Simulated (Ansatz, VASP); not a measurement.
## One calculation of TaN, two programs

File INCAR:

```
SYSTEM = TaN
  ALGO = Normal
  EDIFF = 1E-7
  ENCUT = 520
  GGA = PS
  ISIF = 2
  ISMEAR = 0
  LASPH = .True.
  LCHARG = .False.
  LREAL = .False.
  LWAVE = .False.
  NBANDS = 15
  NELM = 80
  PREC = Accurate
  SIGMA = 0.15
```

KPOINTS

```
k-points
0
Gamma
  18 18 16
  0 0 0
```

Contents of POSCAR:

```
TaN
1.0
    2.9240351141      0.0000000000      0.0000000000
   -1.4620175570      2.5322886904      0.0000000000
    0.0000000000      0.0000000000      3.0143000000
Ta N
1 1
Direct
    0.3333333333      0.6666666667      0.5000000000
    0.0000000000      0.0000000000      0.0000000000
```

Input for Ansatz:

```yaml
crystal:
  lattice:
    - [2.9240351141, 0.0, 0.0]
    - [-1.462017557, 2.5322886904, 0.0]
    - [0.0, 0.0, 3.0143]
  atoms:
    - { symbol: Ta, position: [0.3333333333, 0.6666666667, 0.5] }
    - { symbol: "N", position: [0.0, 0.0, 0.0] }
basis:
  ecutwfc: 520.0
kpoints:
  mp_grid: { grid: [18, 18, 16] }
hamiltonian:
  xc: pbesol
scf:
  occupations: { method: gaussian, width: 0.15 }
output:
  forces: true
  stress: true
  eigenvalues: true
```

Alike in both runs: task single point; functional PBEsol; k mesh 18 × 18 × 16; occupations gaussian, width 0.15 eV; no spin polarisation.

|  | VASP | Ansatz |
| --- | --- | --- |
| version | VASP 6.6.1 | Ansatz 0.2.0 |
| potentials or method | VASP PAW PBE potentials, release 64 (Ta_pv, N) | scalar-relativistic, plane waves, PAW |
| plane-wave cutoff (eV) | 520 | 520 |
| valence electrons in the cell | 16 | 18 |

Ansatz gave:

| Quantity | Value |
| --- | --- |
| gap on the k mesh at the Fermi level (eV) | none |
| pressure (GPa) | -16.6 |
| largest component of the traceless stress (GPa) | 20.25 |

Q: Estimate VASP's values.

A: gap on the k mesh at the Fermi level (eV): none; pressure (GPa): -16.0; largest component of the traceless stress (GPa): 20.15.

A gap of «none» marks a metal or a gap that the smearing closes. The two sets of potentials don't hold the same shells in valence.

Caveats: so large a pressure means that the cell lies far from this level's equilibrium, or that cutoff or potentials fall short (VASP); the potentials were made for another functional, which shifts forces and pressure (VASP). Spin-orbit coupling is left out, which matters for the levels of Ta.
